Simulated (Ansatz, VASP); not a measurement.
## BP: VASP beside Ansatz

Wanted: the spread between two codes on one cell, functional and k mesh. The structure shown is the start of the Ansatz relaxation below; VASP solves that cell, so the two are compared at the walk's first step.

Calculated with Ansatz 0.2.0; plane waves, with VASP 6.6.1 beside it; single point at LDA.

**1. The starting structure**

It takes space group R3m (No. 160, trigonal). Conventional cell: a = 3.080 Å, b = 3.080 Å, c = 7.813 Å, α = 90.00°, β = 90.00°, γ = 120.00°. Nearest to B lie 4 P at 1.90 to 1.94 Å. P has 4 B at 1.90 to 1.94 Å nearest. Farther neighbours are not listed.

**2. Ansatz: relaxation, LDA**

Ansatz runs on its PAW soft_1 files.

The two programs are compared at the cell with which this relaxation starts, whose forces are those of its first step.

File input.yaml:

```yaml
crystal:
  lattice:
    - [0.0516082609, 2.2295407444, 2.2295407444]
    - [2.2295407444, 0.0516082609, 2.2295407444]
    - [2.2295407444, 2.2295407444, 0.0516082609]
  atoms:
    - { symbol: B, position: [-0.0008100799, -0.0008100799, -0.0008100799] }
    - { symbol: P, position: [0.7508100799, 0.7508100799, 0.7508100799] }
  conventional_axes: [[-1, 1, 0], [0, -1, 1], [1, 1, 1]]
kpoints:
  mp_grid: { grid: [12, 12, 12] }
hamiltonian:
  xc: lda
  pseudopotentials: { kind: paw, azcp: { folder: soft_1 }, xc_functional: pbe }
scf:
  occupations: { method: gaussian, width: 0.02 }
output:
  forces: true
  stress: true
  eigenvalues: true
relax:
  adjacent_minimum: "off"
  f_tol: 0.001
  max_steps: 60
  cell: { stress_tol: 0.01, fix: [a, b, gamma] }
```

The run is started by

```
> ansatz run input.yaml --threads 4 --pin off --max-ram 10240MiB --backend cpu --events-out ev --progress --plain --runs-dir out
```

Numbers of over 12 decimals in the logs are rounded to 6 here.

What it wrote:

```text
Engine: ansatz 0.2.0, aarch64-unknown-linux-gnu
Pseudopotentials: kind: paw
Pseudopotential: B, paw, valence charge 3, recommended cutoff 420 eV (normal), soft_1/B.paw.azcp
Pseudopotential: P, paw, valence charge 5, recommended cutoff 420 eV (normal), soft_1/P.paw.azcp
Functional definition: SPW92
  exchange = slater_x
  correlation = pw_c
Crystal: 2 atoms, lattice volume = 21.396 Å³
Basis set: ecut = 420 eV, 423 PW (Γ)
Bands: 8, of which v1, the nominal top of the filled ones, is band 4 counted from 1 (3 counted from 0)
Symmetry: 6 space group operations
Space group: R3m (ITA 160), of the structure as read, at distance tolerance 2.8e-5 Å
k-points: 189 of 1728 (time reversal used)
Non-local potential: B, projectors of the file, l = 0: 2, l = 1: 2, l = 2: 1
Non-local potential: P, projectors of the file, l = 0: 2, l = 1: 2, l = 2: 1
PAW form: soft (Blöchl's): semilocal exchange-correlation on the pseudo side does not see the compensation charge
PAW frozen core: B, regenerated for the run's functional, and the local potential with it (the file was generated under x = pbe(κ = 0.804, μ = 0.219515), c = pbe(β = 0.066725))
PAW frozen core: P, regenerated for the run's functional, and the local potential with it (the file was generated under x = pbe(κ = 0.804, μ = 0.219515), c = pbe(β = 0.066725))
PAW one-centre angular grid: B, 110 points (default); XC on 64 Gauss nodes
PAW one-centre angular grid: P, 110 points (default); XC on 64 Gauss nodes
Initial density: superposition of atomic densities (chi_scale 0.1, normalization cell, long waves kept (reshape's long-wave potential 0.00 eV rms))
Initial wavefunctions: pseudopotential atomic-orbital guess
Functional: x = slater, c = lda
SCF iter   1: F=—  HF=-877.557215 eV  |F-HF|=—  |Δ(HF+E_count)|=         —  Δρ=1.06e-1  dr2=2.67e0  ethr=3.10e-3  ⟨swp⟩=6.3  Hψ=14426  notcnv=0
preconditioner: auto → none  [insulator: Δε(μ)=1.957 eV  Ē_g=13.601 eV  σ=0.020 eV  W_gap=1.00  n_scr=0 (ndim 8)  ℏωp=22.7 eV  f_vac=0.000  D(μ)=0.00/eV (n_scr^D=0)  ε∞_Penn≈3.8]
SCF iter   2: F=—  HF=-876.633471 eV  |F-HF|=—  |Δ(HF+E_count)|=   9.24e-1  Δρ=3.14e-2  dr2=1.59e-1  ethr=3.10e-3  ⟨swp⟩=3.0  Hψ=4739  notcnv=0
SCF iter   3: F=—  HF=-876.578176 eV  |F-HF|=—  |Δ(HF+E_count)|=   5.53e-2  Δρ=1.13e-2  dr2=1.69e-2  ethr=1.98e-3  ⟨swp⟩=3.0  Hψ=3024  notcnv=0
SCF iter   4: F=—  HF=-876.572952 eV  |F-HF|=—  |Δ(HF+E_count)|=   5.22e-3  Δρ=1.67e-3  dr2=2.71e-4  ethr=2.11e-4  ⟨swp⟩=3.0  Hψ=3025  notcnv=0
SCF iter   5: F=—  HF=-876.572890 eV  |F-HF|=—  |Δ(HF+E_count)|=   6.21e-5  Δρ=6.36e-5  dr2=3.24e-7  ethr=3.39e-6  ⟨swp⟩=2.9  Hψ=2373  notcnv=0
SCF iter   6: F=—  HF=-876.572890 eV  |F-HF|=—  |Δ(HF+E_count)|=   1.44e-7  Δρ=1.23e-5  dr2=1.45e-8  ethr=1.25e-9  ⟨swp⟩=7.0  Hψ=9059  notcnv=0
SCF iter   7: F=-876.572890 eV  HF=-876.572890 eV  |F-HF|=1.66e-10  |Δ(HF+E_count)|=   1.61e-9  Δρ=1.03e-6  dr2=2.60e-10  ethr=1.81e-10  ⟨swp⟩=1.9  Hψ=4940  notcnv=0
SCF 1 converged in 7 iterations: F = -876.572890 eV  dr2 = 2.60e-10
  greatest PAW one-centre occupation: 0.766 electrons in one spin orbital (limit 2), on the P atom at site 1 (counted from 0), in its partial waves of l = 0
relax step   1: F+E_penalty+E_count = -876.57288979 eV  Δ(F+E_penalty+E_count) = +0.000e0 eV  max|allowed force component| = 7.387e-2 eV/Å  Δτ_max = 0.0000 Å  P = +11.191 GPa  Ω = 21.396 Å³  fix = [a, b, gamma]  reactions: a +16.420, b +16.420 GPa  (7 SCF iters, dr2 threshold 1.00e-7 eV, accepted)
[...]
relax step   2: F+E_penalty+E_count = -876.57337091 eV  Δ(F+E_penalty+E_count) = -4.811e-4 eV  max|allowed force component| = 2.864e-2 eV/Å  Δτ_max = 0.0024 Å  P = +10.658 GPa  Ω = 21.447 Å³  energy of the carried Pulay correction = -3.376e-5 eV  fix = [a, b, gamma]  reactions: a +16.060, b +16.060 GPa  (4 SCF iters, dr2 threshold 2.00e-7 eV, accepted)
[...]
relax step   3: F+E_penalty+E_count = -876.57342343 eV  Δ(F+E_penalty+E_count) = -5.252e-5 eV  max|allowed force component| = 4.787e-3 eV/Å  Δτ_max = 0.0010 Å  P = +10.589 GPa  Ω = 21.452 Å³  energy of the carried Pulay correction = -3.708e-5 eV  fix = [a, b, gamma]  reactions: a +15.948, b +15.948 GPa  (3 SCF iters, dr2 threshold 5.34e-8 eV, accepted)
[...]
relax step   4: F+E_penalty+E_count = -876.57342959 eV  Δ(F+E_penalty+E_count) = -6.155e-6 eV  max|allowed force component| = 2.114e-6 eV/Å  Δτ_max = 0.0002 Å  P = +10.627 GPa  Ω = 21.447 Å³  energy of the carried Pulay correction = -3.407e-5 eV  fix = [a, b, gamma]  reactions: a +15.943, b +15.943 GPa  (3 SCF iters, dr2 threshold 4.10e-8 eV, accepted)
[...]
relax step   5: F+E_penalty+E_count = -876.57346173 eV  Δ(F+E_penalty+E_count) = -3.215e-5 eV  max|allowed force component| = 3.759e-6 eV/Å  Δτ_max = 0.0000 Å  P = +10.631 GPa  Ω = 21.447 Å³  fix = [a, b, gamma]  reactions: a +15.944, b +15.944 GPa  stress off target by 2.93e-3 GPa on what of the cell is left free  SCF on the basis re-selected at this cell (its energy is not comparable with the rows above)  (4 SCF iters)
basis re-selected at this cell: Δ(F+E_penalty+E_count) = -3.215e-5 eV, ΔP = +0.003 GPa vs the last step (what re-selecting the basis moved, of the pressure what is left beyond the Pulay correction that the steps carried, after the strain that the cell walked since its last selection, with what the two solves' SCF thresholds leave and, on support functions, any second-order correction that the steps lacked; it is no m [...]
SCF converged after 4 iterations
Free energy (F): -876.573462 eV
Harris-Foulkes:  -876.573462 eV  (|F-HF|=1.14e-13)
Internal energy: -876.573462 eV  (E = F + TS)
E sigma→0 (E₀):  -876.573462 eV
Fermi energy:    10.794777 eV
--- Per-component energies (eV) ---
  E_band       = 27.501987
  E_kinetic    = 125.315081
  E_local      = -57.281032  (includes V_loc(G=0)·N_el)
  E_nonlocal   = 42.058545
  E_hartree    = 16.074153
  E_xc         = -107.558600
  E_vxc        = -103.270804  (∫ρ·V_xc dr)
  E_paw        = -601.603260  (= ΣΔE_a)
  E_vpaw       = -11.468115  (= ΣTr[D̂ρ^β])
  E_aug_tail   = 0.000008  (compensation charges beyond the density's cutoff)
  E_ewald      = -293.741542
  E_core_change = 0.163186  (= ΣΔE_core)
  E_smearing   = -0.000000  (= −TS)
  E_closure    = -0.000000  (closes the sum)
  Σ components = -876.573462   (vs F -876.573462, Δ=0.00e0)
--- Forces (eV/Å), atoms counted from 1 ---
  atom   1  B      0.00000377     0.00000377     0.00000377
  atom   2  P     -0.00000375    -0.00000375    -0.00000375
  max |Σ_I F_I| component: 1.88e-8 eV/Å
--- Stress (GPa, compression-positive) ---
       10.630557      -5.313812      -5.313812
       -5.313812      10.630557      -5.313812
       -5.313812      -5.313812      10.630557
  P = ⅓ Tr σ = 10.6306 GPa (106.306 kbar)
--- Band table (eV; the first three rows and the last of 189) ---
  k-point 0: bands = ["-5.9401", "9.9346", "10.3771", "10.3771", "13.2700", "13.9744", "13.9744", "18.9741"]
  k-point 1: bands = ["-5.8035", "9.3428", "9.7687", "10.1312", "13.6162", "14.2771", "14.2974", "19.2803"]
  k-point 2: bands = ["-5.3963", "7.4072", "9.2804", "9.6175", "14.2403", "14.6087", "14.9292", "19.9204"]
  k-point 188: bands = ["-2.5890", "0.5397", "8.6821", "8.6821", "15.0579", "15.2103", "15.2103", "20.7594"]
--- Relaxed structure (4 steps of the walk, 4 accepted, 1 SCFs on fresh bases) ---
  F+E_penalty+E_count = -876.57346173 eV   max|allowed force component| = 3.759e-6 eV/Å   (the final SCF, on the basis selected at the relaxed cell)
  cell:  # Å, volume = 21.4471 Å³
    - [0.055202, 2.233134, 2.233134]
    - [2.233134, 0.055202, 2.233134]
    - [2.233134, 2.233134, 0.055202]
  atoms:
    - { symbol: B, position: [-0.00126585, -0.00126585, -0.00126585] }
    - { symbol: P, position: [0.751266, 0.751266, 0.751266] }
```

**3. VASP: single point, LDA, start cell, pair 1**

The same cell, functional (in two slightly different forms), mesh and smearing now go to VASP, with its own data sets.

Lines of VASP's logs that name or quote its potential files are left out, and so is its time.

File INCAR:

```
SYSTEM = BP
PREC = Accurate
ENCUT = 420
EDIFF = 1E-06
NELM = 120
ISMEAR = 0
SIGMA = 0.02
LREAL = .FALSE.
ALGO = Normal
GGA = CA
NBANDS = 10
LORBIT = 11
LWAVE = .FALSE.
LCHARG = .FALSE.
ISIF = 2
LASPH = .TRUE.
GGA_COMPAT = .FALSE.
EFERMI = MIDGAP
```

File POSCAR:

```
BP
1.0
    0.0516080000      2.2295410000      2.2295410000
    2.2295410000      0.0516080000      2.2295410000
    2.2295410000      2.2295410000      0.0516080000
B P
1 1
Direct
    0.9991899244      0.9991899244      0.9991899244
    0.7508099648      0.7508099648      0.7508099648
```

File KPOINTS:

```
Automatic mesh
0
Gamma
12 12 12
0 0 0
```

Potentials, in the order of the species: B and P (LDA family, release 64).

The run is started by

```
> mpirun -np 1 vasp_std
```

What it wrote:

```text
[banner, memory and clock lines left out]
running    1 mpi-ranks, on    1 nodes
 distrk:  each k-point on    1 cores,    1 groups
 distr:  one band on    1 cores,    1 groups

 POSCAR found type information on POSCAR B P
 POSCAR found :  2 types and       2 ions
 LDA part: xc-table for (Slater(with rela. corr.)+CA(PZ))
 , standard interpolation
 POSCAR, INCAR and KPOINTS ok, starting setup
 FFT: planning ... GRIDC
 FFT: planning ... GRID_SOFT
 FFT: planning ... GRID
 WAVECAR not read
 entering main loop
       N       E                     dE             d eps       ncg     rms          rms(c)
DAV:   1     0.390847085825E+01    0.39085E+01   -0.36202E+03  3836   0.611E+02
DAV:   2    -0.149516788353E+02   -0.18860E+02   -0.17947E+02  5384   0.102E+02
DAV:   3    -0.153819057036E+02   -0.43023E+00   -0.42950E+00  4692   0.140E+01
DAV:   4    -0.153835151851E+02   -0.16095E-02   -0.16093E-02  4600   0.954E-01
DAV:   5    -0.153835223654E+02   -0.71803E-05   -0.71802E-05  4510   0.594E-02    0.835E+00
DAV:   6    -0.144931554657E+02    0.89037E+00   -0.19791E+00  4190   0.679E+00    0.440E+00
DAV:   7    -0.143485763359E+02    0.14458E+00   -0.36811E-01  4856   0.326E+00    0.137E+00
DAV:   8    -0.143351908568E+02    0.13385E-01   -0.37705E-02  4540   0.111E+00    0.274E-01
DAV:   9    -0.143352250250E+02   -0.34168E-04   -0.75336E-04  4268   0.212E-01    0.182E-01
DAV:  10    -0.143352167345E+02    0.82906E-05   -0.14539E-04  4174   0.721E-02    0.360E-02
DAV:  11    -0.143352183192E+02   -0.15847E-05   -0.65885E-06  4544   0.148E-02    0.388E-02
DAV:  12    -0.143352181380E+02    0.18112E-06   -0.14901E-06  2194   0.602E-03
   1 F= -.14335218E+02 E0= -.14335218E+02  d E =0.000000E+00
```

Parts of OUTCAR (step 3):

```text
ion  position               nearest neighbor table
   1  0.999  0.999  0.999-   2 1.90   2 1.90   2 1.90   2 1.94
   2  0.751  0.751  0.751-   1 1.90   1 1.90   1 1.90   1 1.94

  LATTYP: Found a trigonal (rhomboedric) cell.
 ALAT       =     3.1534694429
 COS(alpha) =     0.5230072515

 Subroutine GETGRP returns: Found  6 space group operations
 (whereof  6 operations were pure point group operations)

The static configuration has the point symmetry C_3v.

 Found    189 irreducible k-points:

   k-points           NKPTS =    189   k-points in BZ     NKDIM =    189   number of bands    NBANDS=     10

   dimension x,y,z NGX =    24 NGY =   24 NGZ =   24
   dimension x,y,z NGXF=    48 NGYF=   48 NGZF=   48

   ENCUT  =  420.0 eV  30.87 Ry    5.56 a.u.   5.27  5.27  5.27*2*pi/ulx,y,z

   NELECT =       8.0000    total number of electrons

 k-points in reciprocal lattice and weights: Automatic mesh
   0.00000000  0.00000000  0.00000000       0.001
   0.08333333 -0.00000000 -0.00000000       0.003
   0.16666667 -0.00000000  0.00000000       0.003
   0.25000000 -0.00000000  0.00000000       0.003
   0.33333333  0.00000000 -0.00000000       0.003
   0.41666667 -0.00000000 -0.00000000       0.003
   0.50000000 -0.00000000  0.00000000       0.002
   0.08333333  0.08333333 -0.00000000       0.003
   0.16666667  0.08333333  0.00000000       0.007
[...]
-0.41666667  0.50000000  0.41666667       0.003
   0.50000000  0.50000000  0.50000000       0.001

 average (electrostatic) potential at core
       1 -28.7270       2 -81.2240

 E-fermi :   9.0427

 k-point     1 :       0.0000    0.0000    0.0000
  band No.  band energies     occupation
      1      -7.7009      2.00000
      2       8.2634      2.00000
      3       8.5970      2.00000
      4       8.5970      2.00000
      5      11.5314      0.00000
      6      12.2424      0.00000
      7      12.2424      0.00000
      8      17.2956      0.00000
      9      20.4272      0.00000
    ...

 k-point     2 :       0.0833   -0.0000   -0.0000
  band No.  band energies     occupation
      1      -7.5641      2.00000
      2       7.5868      2.00000
      3       8.0704      2.00000
      4       8.3525      2.00000
      5      11.8803      0.00000
      6      12.5523      0.00000
      7      12.5683      0.00000
      8      17.5945      0.00000
      9      20.2438      0.00000
    ...

 k-point     3 :       0.1667   -0.0000    0.0000
  band No.  band energies     occupation
      1      -7.1564      2.00000
      2       5.6418      2.00000
      3       7.5856      2.00000
      4       7.8408      2.00000
      5      12.5088      0.00000
      6      12.8962      0.00000
      7      13.2110      0.00000
      8      18.2250      0.00000
      9      19.4159      0.00000
    ...

  Total        1.4768005      1.4768005      1.4768005     -0.6987961     -0.6987961     -0.6987961
  in kB      110.5860637    110.5860637    110.5860637    -52.3273897    -52.3273897    -52.3273897
  external PRESSURE =     110.5860637 kB  Pullay stress =       0.0000000 kB

  energy-cutoff  :      420.00
  volume of cell :       21.40
      direct lattice vectors                 reciprocal lattice vectors
     0.051608000  2.229541000  2.229541000    -0.232202107  0.226948840  0.226948840
     2.229541000  0.051608000  2.229541000     0.226948840 -0.232202107  0.226948840
     2.229541000  2.229541000  0.051608000     0.226948840  0.226948840 -0.232202107

 POSITION                                       TOTAL-FORCE (eV/Angst)
 -----------------------------------------------------------------------------------
      4.50704      4.50704      4.50704        -0.071814     -0.071814     -0.071814
      3.38667      3.38667      3.38667         0.071814      0.071814      0.071814
 -----------------------------------------------------------------------------------
    total drift:                                0.000012      0.000012      0.000012

  FREE ENERGIE OF THE ION-ELECTRON SYSTEM (eV)
  ---------------------------------------------------
  free  energy   TOTEN  =       -14.3352181380 eV

  energy  without entropy=      -14.3352181380  energy(sigma->0) =      -14.33521814

 total charge
# of ion       s       p       d       tot
------------------------------------------
    1        0.683   1.393   0.000   2.075
    2        0.996   1.639   0.000   2.636
--------------------------------------------------
tot          1.679   3.032   0.000   4.711

[... 3 further parts left out ...]
```

The run ends at a pressure of 11.06 GPa, with forces up to 0.12 eV/Å.

**4. Comparison**

Known differences besides the potentials themselves: the two LDA forms differ slightly; VASP's log shows a relativistic correction to its local exchange, Ansatz's none. Total energies have different zeros and are not compared.

Forces (eV/Å; atoms numbered as in POSCAR):

| atom | Ansatz x, y, z | VASP x, y, z |
| --- | --- | --- |
| B1 | -0.074, -0.074, -0.074 | -0.072, -0.072, -0.072 |
| P2 | 0.074, 0.074, 0.074 | 0.072, 0.072, 0.072 |

The forces differ by 2.1 meV/Å r.m.s., which is 2.9 % of the r.m.s. force of 0.072 eV/Å (both taken over all components).

**5. Further runs**

Further runs change the set-up of one program: Ansatz's method, potentials or start, or VASP's data sets, cutoff or form of LDA. The table gives that difference for each run.

| run | r.m.s. force difference (meV/Å) |
| --- | --- |
| as above | 2.1 |
| VASP with a cutoff of 500 eV (perhaps on Ansatz's relaxed cell) | 2.0 |

**6. Ansatz: relaxation, LDA**

The two programs are compared at the cell with which this relaxation starts, whose forces are those of its first step. The cell compared in this pair holds 21.01 Å³, against 21.40 Å³ for the pair before.

The structure compared here is the start of the Ansatz relaxation; VASP solves that cell, so the two are compared at the walk's first step.

input.yaml, the sections that differ from step 2:

```yaml
crystal:
  lattice:
    - [0.0701704249, 2.2256499962, 2.2256499962]
    - [2.2256499962, 0.0701704249, 2.2256499962]
    - [2.2256499962, 2.2256499962, 0.0701704249]
  atoms:
    - { symbol: B, position: [-0.001265853, -0.001265853, -0.001265853] }
    - { symbol: P, position: [0.751265853, 0.751265853, 0.751265853] }
  conventional_axes: [[-1, 1, 0], [0, -1, 1], [1, 1, 1]]
# kpoints, hamiltonian, scf, output, relax: as in step 2
```

The run is started by

```
> ansatz run input.yaml --threads 4 --pin off --max-ram 10240MiB --backend cpu --events-out ev --progress --plain --runs-dir out
```

What it wrote:

```text
[...]
Crystal: 2 atoms, lattice volume = 21.007 Å³
Basis set: ecut = 420 eV, 423 PW (Γ)
Bands: 8, of which v1, the nominal top of the filled ones, is band 4 counted from 1 (3 counted from 0)
Symmetry: 6 space group operations
[...]
k-points: 189 of 1728 (time reversal used)
[...]
--- Band table (eV; the first three rows and the last of 189) ---
[...]
--- Relaxed structure (4 steps of the walk, 4 accepted, 1 SCFs on fresh bases) ---
[...]
cell:  # Å, volume = 21.0597 Å³
    - [0.073940, 2.229420, 2.229420]
    - [2.229420, 0.073940, 2.229420]
    - [2.229420, 2.229420, 0.073940]
  atoms:
    - { symbol: B, position: [-0.00175545, -0.00175545, -0.00175545] }
    - { symbol: P, position: [0.751755, 0.751755, 0.751755] }
[key lines of the parts left out:]
SCF converged after 4 iterations
Free energy (F): -876.521268 eV
Fermi energy:    11.033076 eV
P = ⅓ Tr σ = 14.7419 GPa (147.419 kbar)
```

**7. VASP: single point, LDA, start cell, pair 2**

The same cell, functional (in two slightly different forms), mesh and smearing now go to VASP, with its own data sets.

INCAR is that of step 3.

File POSCAR:

```
BP
1.0
    0.0701700000      2.2256500000      2.2256500000
    2.2256500000      0.0701700000      2.2256500000
    2.2256500000      2.2256500000      0.0701700000
B P
1 1
Direct
    0.9987340400      0.9987340400      0.9987340400
    0.7512658494      0.7512658494      0.7512658494
```

KPOINTS is that of step 3.

The run is started by

```
> mpirun -np 1 vasp_std
```

What it wrote:

```text
[... set-up lines as in an earlier step ...]
 entering main loop
       N       E                     dE             d eps       ncg     rms          rms(c)
DAV:   1     0.483339254580E+01    0.48334E+01   -0.36678E+03  3820   0.614E+02
DAV:   2    -0.149305772356E+02   -0.19764E+02   -0.18781E+02  5282   0.104E+02
DAV:   3    -0.153824650365E+02   -0.45189E+00   -0.45102E+00  4586   0.144E+01
DAV:   4    -0.153841253791E+02   -0.16603E-02   -0.16602E-02  4574   0.103E+00
[...]
DAV:  10    -0.142831131296E+02    0.11178E-04   -0.15387E-04  4164   0.742E-02    0.363E-02
DAV:  11    -0.142831145214E+02   -0.13919E-05   -0.65737E-06  4530   0.155E-02    0.377E-02
DAV:  12    -0.142831143964E+02    0.12502E-06   -0.12781E-06  2148   0.576E-03
   1 F= -.14283114E+02 E0= -.14283114E+02  d E =-.197693-142
```

From OUTCAR (step 7):

```text
  Total        1.9983415      1.9983415      1.9983415     -0.9576189     -0.9576189     -0.9576189
  in kB      152.4097110    152.4097110    152.4097110    -73.0357716    -73.0357716    -73.0357716
  external PRESSURE =     152.4097110 kB  Pullay stress =       0.0000000 kB

 POSITION                                       TOTAL-FORCE (eV/Angst)
 -----------------------------------------------------------------------------------
      4.51575      4.51575      4.51575        -0.079472     -0.079472     -0.079472
      3.39683      3.39683      3.39683         0.079472      0.079472      0.079472
 -----------------------------------------------------------------------------------
    total drift:                                0.000034      0.000034      0.000034

  FREE ENERGIE OF THE ION-ELECTRON SYSTEM (eV)
  ---------------------------------------------------
  free  energy   TOTEN  =       -14.2831143964 eV

  energy  without entropy=      -14.2831143964  energy(sigma->0) =      -14.28311440

[... 1 part as in an earlier step ...]

[... 2 further parts left out ...]
[key lines of the parts left out:]
E-fermi :   9.2497
```

The run ends at a pressure of 15.24 GPa, with forces up to 0.14 eV/Å.

(Part 1 of 2 ends here.)

[Lines on the potential files, build, host, timing and source positions are cut from VASP's logs without a mark.]

[Logs are printed without paths, hosts, clocks, repeated set-up lines and the standing remarks that a program may print on its own settings, such as how far it seeks lower states.]

[Hosts, paths, dates, database ids (printed as entryN), source tags and the programs' standing remarks are cut or masked in the printed files.]

[Rows of further runs with another cutoff or data set may stand on the cell that Ansatz relaxed, not on the start cell of the pair above them.]
